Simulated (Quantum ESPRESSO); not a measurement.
N:

```xyz
8
Lattice="5.5605 0.0000 0.0000 0.0000 5.5605 0.0000 0.0000 0.0000 5.5605" Properties=species:S:1:pos:R:3 pbc="T T T"
N     0.3192    2.4611    3.0994
N     2.4611    3.0994    0.3192
N     3.0994    0.3192    2.4611
N     5.2414    5.2414    5.2414
N     5.2414    3.0994    2.4611
N     3.0994    2.4611    5.2414
N     2.4611    5.2414    3.0994
N     0.3192    0.3192    0.3192
```

Base run:

* Program: Quantum ESPRESSO 7.5
* Functional: PBE
* Potentials or basis: SSSP 1.3 efficiency PBE
* Cutoff: 816 eV
* Density cutoff: 6531 eV
* k mesh: 5 × 5 × 5
* Occupations: fermi-dirac, width 0.05 eV
* Spin: no spin polarisation

Its results: band gap on the k mesh 7.25 eV, indirect (least direct gap 7.27 eV); pressure 0.3 GPa; largest force 0.183 eV/Å.

Task: After a change of settings the same cell gave: band gap on the k mesh 7.18 eV, indirect (least direct gap 7.21 eV); pressure 0.6 GPa; largest force 0.080 eV/Å. Which change was it?
A. functional from PBE to r2SCAN; potentials or basis from SSSP 1.3 efficiency PBE to SG15 PBE 1.2; cutoff from 816 eV to 1197 eV; density cutoff from 6531 eV to 4789 eV
B. functional from PBE to PBEsol; potentials or basis from SSSP 1.3 efficiency PBE to GBRV 1.5 PBEsol; cutoff from 816 eV to 612 eV; density cutoff from 6531 eV to 4898 eV
C. functional from PBE to LDA; potentials or basis from SSSP 1.3 efficiency PBE to GBRV 1.5 LDA; cutoff from 816 eV to 612 eV; density cutoff from 6531 eV to 4898 eV

Result: B.

Caveats: an odd mesh through Γ misses points on the zone boundary, where band edges often lie (some runs).
